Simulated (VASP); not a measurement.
Wanted: the native input for a VASP 6.6.1 run.

| Property | Result |
| --- | --- |
| Task | single point |
| Functional | PBE |
| Potentials or basis | VASP PAW PBE potentials, release 64 (Co) |
| Cutoff | 520 eV |
| k mesh | 6 × 6 × 6 |
| Occupations | gaussian, width 0.1 eV |
| Spin | collinear spin, typed start |
| Starting moments | [3.0, 3.0, 3.0, 3.0] μB |
| Dipole correction | no |
| Further INCAR settings | ALGO = Fast; EDIFF = 1e-06; NBANDS = 30 |

The structure of Co lies in POSCAR:

```
Co
1.0
    1.3926417893     -4.4177458573      0.0000000000
    1.3926417893      4.4177458573      0.0000000000
    0.0000000000      0.0000000000      3.6856622581
Co
4
Direct
    0.0980000000      0.9020000000      0.9100000000
    0.5980000000      0.4020000000      0.5900000000
    0.9020000000      0.0980000000      0.0900000000
    0.4020000000      0.5980000000      0.4100000000
```

The cell was built by a generator and needn't be a form met in nature.

One way to write it, as run:

INCAR

```
SYSTEM = Co
ALGO = Fast
EDIFF = 1E-6
ENCUT = 520
GGA = PE
ISIF = 2
ISMEAR = 0
ISPIN = 2
LASPH = .True.
LCHARG = .False.
LMAXMIX = 4
LORBIT = 11
LREAL = .False.
LWAVE = .False.
MAGMOM = 3 3 3 3
NBANDS = 30
NELM = 150
PREC = Accurate
SIGMA = 0.1
```

KPOINTS

```
k-points
0
Gamma
  6 6 6
  0 0 0
```

Potentials or basis: VASP PAW PBE potentials, release 64 (Co).

The run is started by

```sh
$ cat potpaw_PBE.64/Co/POTCAR > POTCAR
$ mpirun -np 1 vasp_std > vasp.out
```

It gave:

The pressure is 85.4 GPa. The largest force is 10.475 eV/Å. The band gap on the k mesh is none (metal or under the smearing width) and the net moment is 3.69 μB per cell. The site moments are Co +0.89 μB. The valence electrons inside the program's atomic spheres are Co 8.94.

Caveat: the k mesh is coarse (spacing up to 0.39 Å⁻¹), so the values aren't converged; a pressure of tens of GPa on the cell as given is suspect, and the run, the potentials or the cell itself is likely at fault; forces of over 1 eV/Å show positions far from the minimum, so gaps and moduli don't describe the material at rest.

Run time: 80 s on 1 thread of Intel(R) Xeon(R) 6975P-C (Granite Rapids), with other jobs on the host, peak memory 0.27 GiB.
